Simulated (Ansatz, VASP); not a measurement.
# KBr: VASP beside Ansatz

Contents of INCAR:

```
ALGO     = Normal         # electronic algorithm
EDIFF    = 1E-8           # SCF threshold, eV
ENCUT    = 520            # plane-wave cutoff, eV
GGA      = PE             # functional
ISIF     = 2              # what is computed and relaxed
ISMEAR   = -1             # smearing method
LASPH    = True           # aspherical terms in the spheres
LCHARG   = False          # write CHGCAR
LEFG     = True         
LREAL    = False          # projectors in reciprocal space
LWAVE    = False          # write WAVECAR
NBANDS   = 15             # bands
NELM     = 100            # most SCF steps
PREC     = Accurate       # precision mode
SIGMA    = 0.01           # smearing width, eV
```

Contents of KPOINTS:

```
k-points
0
Gamma
  7 7 7
```

The input POSCAR:

```
KBr
1.0
   -0.0329250000      3.2760375000      3.2760375000
    3.2760375000     -0.0329250000      3.2760375000
    3.2760375000      3.2760375000     -0.0329250000
K Br
1 1
Direct
    0.0000000000      0.0000000000      0.0000000000
    0.5000000000      0.5000000000      0.5000000000
```

Input for Ansatz:

```yaml
crystal:
  lattice:
    - [-0.032925, 3.2760375, 3.2760375]
    - [3.2760375, -0.032925, 3.2760375]
    - [3.2760375, 3.2760375, -0.032925]
  atoms:
    - { symbol: K, position: [0.0, 0.0, 0.0] }
    - { symbol: Br, position: [0.5, 0.5, 0.5] }
kpoints:
  mp_grid: { grid: [7, 7, 7] }
scf:
  occupations: { method: fermi_dirac, width: 0.01 }
hamiltonian:
  xc: pbe
  pseudopotentials: { kind: paw }
output:
  forces: true
  stress: true
  eigenvalues: true
  efg: { contact_densities: true }
```

Change from the starting cell: equal xy, yz and zx shear strains of -1 %, PAW files.

Alike in both runs: task electric field gradients; functional PBE; k mesh 7 × 7 × 7; occupations fermi-dirac, width 0.01 eV; no spin polarisation.

|  | VASP | Ansatz |
| --- | --- | --- |
| version | VASP 6.6.1 | Ansatz 0.2.0 |
| potentials or method | VASP PAW PBE potentials, release 64 (K_sv, Br) | PAW with Ansatz's default frozen-core files, scalar-relativistic |
| plane-wave cutoff (eV) | 520 | 420 |
| valence electrons in the cell | 16 | 16 |

|  | VASP | Ansatz | Ansatz less VASP |
| --- | --- | --- | --- |
| gap on the k mesh at the Fermi level (eV) | 4.43 | 4.43 | +0.002 |
| pressure (GPa) | 0.9 | 0.8 | -0.04 |
| Vzz of the field gradient on the site that differs most (V/Å²) | -3.0 | -3.2 | -0.14 |
